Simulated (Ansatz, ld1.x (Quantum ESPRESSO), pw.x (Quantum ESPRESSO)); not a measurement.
**tantalum (Ta): one change to the TM potential, in the atom and in the fcc crystal**

- Element: tantalum
- Generator: ld1.x (Quantum ESPRESSO) 7.5
- Type: norm-conserving Troullier–Martins (Kleinman–Bylander form)
- Functional: PBE
- Relativity: scalar-relativistic
- Frozen core: [Xe] 4f14
- Valence charge: 5
- Reference configuration: 5d3 6s0 6p0 (charge +2)
- Partial waves: 6p (bound, empty): rc 2.85 bohr; 5d (bound): rc 2.10 bohr; 6s (bound, empty): rc 2.45 bohr
- Local potential: the s channel
- Core correction: Bessel-smoothed model core, default radius (core density twice the valence density)

Change: all radii but the core radius scaled by about 0.94 (s 2.30, p 2.68, d 1.98 bohr).

Cutoffs, loose and tight: the cutoffs (Ry, on a coarse ladder) from which the occupation-weighted sum of valence levels, in a spherical-Bessel basis at the reference potential, stays within 10 and 1 mRy of its value at 400 Ry. They do not see the model core or the augmentation charge, which bear on the density cutoff. Test errors are all-electron minus pseudo excitation energies from the reference, over the configurations 5d3 6s2 6p0; 5d3 6s1 6p0; 5d2 6s0 6p0; 5d4 6s1 6p0; 5d3 6s1.5 6p0; 5d3 6s1 6p1; 5d2 6s2 6p1; variants that change the core or the reference have their own tests.

Crystal test: fcc Ta in pw.x 7.5, no spin, 13³ k-points, Fermi–Dirac smearing 0.01 Ry, cutoffs set for each file from its atomic test. The reference is all-electron LAPW (Ansatz 0.2.0) with the same functional, mesh and smearing; V0 and B0 come from Birch–Murnaghan fits to the pressures at five volumes. Errors are pseudo minus all-electron; Δ is the rms difference of the E(V) curves that follow from these fits, minima aligned, over ±6 % about the mean V0. Mesh and smearing are coarse, so the numbers serve the comparison and aren't converged zero-temperature values; the lattice is a test structure that the element need not adopt.

All-electron: a0 = 4.224 Å (V0 = 18.84 Å³/atom), B0 = 188.4 GPa.

Problem. Does the change bring the crystal closer to the all-electron result?

Solution. The mean pressure error goes from +2.62 to +2.33 GPa, so the change moves the solid closer to the all-electron pressures.

```csv
quantity,base,changed
outcome (atom),generated,generated
"cutoff, loose (atom)",30 Ry,30 Ry
"cutoff, tight (atom)",35 Ry,35 Ry
bound ghosts (atom),none,none
largest test error (meV) (atom),-179,-177
cutoffs in pw.x (Ry),50/200,50/200
a0 (Å),4.243,4.241
a0 error (%),+0.44,+0.39
B0 error (%),+3.5,+4.4
Δ (meV/atom),10.7,9.5
mean pressure error (GPa),+2.62,+2.33
```

 The atomic cutoffs weigh occupied waves only.
